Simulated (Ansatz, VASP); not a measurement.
**Ta3N: VASP beside Ansatz**

Contents of INCAR:

```
SYSTEM = Ta3N
  PREC = Accurate
  ENCUT = 520
  EDIFF = 1E-7
  ISMEAR = -1
  SIGMA = 0.05
  LREAL = .False.
  LASPH = .True.
  NELM = 100
  ALGO = Normal
  ISIF = 2
  LWAVE = .False.
  LCHARG = .True.
  GGA = PS
  LELF = .True.
  LVHAR = .True.
  NBANDS = 27
```

KPOINTS

```
regular mesh
0
Gamma
  10 10 4
  0 0 0
```

File POSCAR:

```
Ta3N
1.0
    3.0523055267      0.0000000000      0.0000000000
   -1.5261527634      2.6433741262      0.0000000000
    0.0000000000      0.0000000000      7.5739671740
Ta N
3 1
Direct
    0.6666666667      0.3333333333      0.8260700000
    0.3333333333      0.6666666667      0.1739300000
    0.0000000000      0.0000000000      0.5000000000
    0.0000000000      0.0000000000      0.0000000000
```

input.yaml

```yaml
crystal:
  lattice:
    - [3.0523055267, 0.0, 0.0]
    - [-1.5261527634, 2.6433741262, 0.0]
    - [0.0, 0.0, 7.573967174]
  atoms:
    - { symbol: Ta, position: [0.6666666667, 0.3333333333, 0.82607] }
    - { symbol: Ta, position: [0.3333333333, 0.6666666667, 0.17393] }
    - { symbol: Ta, position: [0.0, 0.0, 0.5] }
    - { symbol: "N", position: [0.0, 0.0, 0.0] }
hamiltonian:
  xc: pbesol
  pseudopotentials: { kind: paw }
kpoints:
  mp_grid: { grid: [10, 10, 4] }
scf:
  occupations: { method: fermi_dirac, width: 0.05 }
output:
  forces: true
  stress: true
  eigenvalues: true
```

The cell comes from a database or a generator and needn't be the stable form of this composition.

Alike in both runs: task single point; functional PBEsol; k mesh 10 × 10 × 4; occupations fermi-dirac, width 0.05 eV; no spin polarisation.

|  | VASP | Ansatz |
| --- | --- | --- |
| version | VASP 6.6.1 | Ansatz 0.2.0 |
| potentials or method | VASP PAW PBE potentials, release 64 (Ta_pv, N) | Ansatz PAW |
| plane-wave cutoff (eV) | 520 | 420 |
| valence electrons in the cell | 38 | 44 |

Ansatz gave:

- gap on the k mesh at the Fermi level (eV): none
- pressure (GPa): -12.5
- largest component of the traceless stress (GPa): 0.25
- rms of the force components (eV/Å): 0.207

Which values does VASP return?

gap on the k mesh at the Fermi level (eV): none; pressure (GPa): -12.2; largest component of the traceless stress (GPa): 0.26; rms of the force components (eV/Å): 0.187.

Atom by atom the forces differ by 0.020 eV/Å (rms over components). A gap of «none» marks a metal or a gap that the smearing closes. The two sets of potentials don't hold the same shells in valence.

Caveats: the PAW data sets were made with another functional, which shifts forces and pressure a little (VASP); the PAW data sets come from PBE, with cores solved anew for the run's functional, which leaves a small shift of forces and pressure (Ansatz). The runs have no spin-orbit coupling, so splittings on Ta are missing.
